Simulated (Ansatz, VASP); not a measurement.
# Two plane-wave programs on GaP

```
CELL_PARAMETERS angstrom
0.00000 2.74338 2.74338
2.74338 0.00000 2.74338
2.74338 2.74338 0.00000
ATOMIC_POSITIONS crystal
Ga 0.00000 0.00000 0.00000
P 0.75000 0.75000 0.75000
```

Alike in both runs: task single point; functional PBEsol; k mesh 10 × 10 × 10; occupations gaussian, width 0.05 eV; no spin polarisation.

|  | VASP | Ansatz |
| --- | --- | --- |
| version | VASP 6.6.1 | Ansatz 0.2.0 |
| potentials or method | VASP PAW PBE potentials, release 64 (Ga_d, P) | scalar-relativistic, plane waves, PAW |
| plane-wave cutoff (eV) | 520 | 420 |
| valence electrons in the cell | 18 | 18 |

```csv
,VASP,Ansatz,Ansatz less VASP
gap on the k mesh at the Fermi level (eV),1.51,1.51,-0.001
least direct gap on the mesh (eV),1.59,1.58,-0.006
pressure (GPa),-2.2,-2.1,+0.06
```

Ansatz warned: «pseudo_functional_mismatch».

Caveats: the PAW data sets were made with another functional, which shifts forces and pressure a little (VASP). A k mesh can miss the band edges.
